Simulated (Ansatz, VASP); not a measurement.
**TiAl3: VASP beside Ansatz**

Contents of INCAR:

```
SYSTEM = TiAl3
PREC = Accurate ; ENCUT = 520
EDIFF = 1E-7 ; ISMEAR = -1
SIGMA = 0.05 ; LREAL = .FALSE.
LASPH = .TRUE. ; NELM = 100
ALGO = Normal ; ISIF = 2
LWAVE = .FALSE. ; LCHARG = .FALSE.
GGA = PE ; NBANDS = 18
```

Contents of KPOINTS:

```
regular mesh
0
G
  10 10 10
  0 0 0
```

The input POSCAR:

```
TiAl3
1.0
   -1.9111067713      1.9111067713      4.2806687947
    1.9111067713     -1.9111067713      4.2806687947
    1.9111067713      1.9111067713     -4.2806687947
Ti Al
1 3
Direct
   -0.0096190000      0.0003760000     -0.0047860000
    0.2566370000      0.7534730000      0.5188220000
    0.7460380000      0.2426830000      0.4969250000
    0.5028580000      0.4875310000      0.0001400000
```

The input input.yaml:

```yaml
crystal:
  lattice:
    - [-1.9111067713, 1.9111067713, 4.2806687947]
    - [1.9111067713, -1.9111067713, 4.2806687947]
    - [1.9111067713, 1.9111067713, -4.2806687947]
  atoms:
    - { symbol: Ti, position: [-0.009619, 0.000376, -0.004786] }
    - { symbol: Al, position: [0.256637, 0.753473, 0.518822] }
    - { symbol: Al, position: [0.746038, 0.242683, 0.496925] }
    - { symbol: Al, position: [0.502858, 0.487531, 0.00014] }
hamiltonian:
  xc: pbe
  pseudopotentials: { kind: paw }
kpoints:
  mp_grid: { grid: [10, 10, 10] }
scf:
  occupations: { method: fermi_dirac, width: 0.05 }
output:
  forces: true
  stress: true
  eigenvalues: true
  write_density: true
  write_potential: true
  elf: true
  volumetric_format: npy
```

Change from the starting cell: atoms moved at random, drawn with an rms of 0.05 Å.

Alike in both runs: task single point; functional PBE; k mesh 10 × 10 × 10; occupations fermi-dirac, width 0.05 eV; no spin polarisation.

|  | VASP | Ansatz |
| --- | --- | --- |
| version | VASP 6.6.1 | Ansatz 0.2.0 |
| potentials or method | VASP PAW PBE potentials, release 64 (Ti_sv, Al) | Ansatz PAW |
| plane-wave cutoff (eV) | 520 | 420 |
| valence electrons in the cell | 21 | 21 |

```tsv
	VASP	Ansatz	Ansatz less VASP
gap on the k mesh at the Fermi level (eV)	none	none	-
pressure (GPa)	2.3	2.3	+0.03
largest component of the traceless stress (GPa)	0.21	0.21	-0.002
rms of the force components (eV/Å)	0.279	0.278	-0.0002
```

Atom by atom the forces differ by 0.000 eV/Å (rms over components). A gap of «none» marks a metal or a gap that the smearing closes. The functional is the same, so the differences come from potentials, cutoffs and numerics.
